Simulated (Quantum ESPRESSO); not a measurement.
# Sb in Quantum ESPRESSO: the effect of strain

The system is Sb.

```
Sb
1.0
     0.00000    2.27639    2.37124
     2.27639    0.00000    2.37124
     2.27639    2.27639    0.00000
Sb
1
Direct
  0.00000 0.00000 0.00000
```

This isn't the form of Sb at room conditions, which is rhombohedral.

Alike in all runs:

* Program: Quantum ESPRESSO 7.5
* Task: single point
* Functional: PBEsol
* Potentials or basis: SSSP 1.3 efficiency PBE
* Cutoff: 748 eV
* Density cutoff: 5987 eV
* k mesh: 10 × 10 × 10
* Occupations: fermi-dirac, width 0.05 eV
* Spin: no spin polarisation
* Kind of strain: biaxial_xy
* Mixing beta: 0.5
* Most SCF iterations: 120
* SCF threshold: 2e-10 Ry

```csv
strain,pressure (GPa)
-0.04,5.0
-0.02,1.6
-0.01,0.2
0,?
0.01,-2.2
0.02,-3.3
0.04,-5.1
```

Task: What does the run with strain 0 give?

Result: Pressure -1.0 GPa.

Worked out: A parabola through the other rows of the pressure, of slope -125 GPa per unit of strain there, gives -1.1 GPa, against the run's -1.0.

Caveats: the potentials were made for another functional, which shifts forces and pressure.
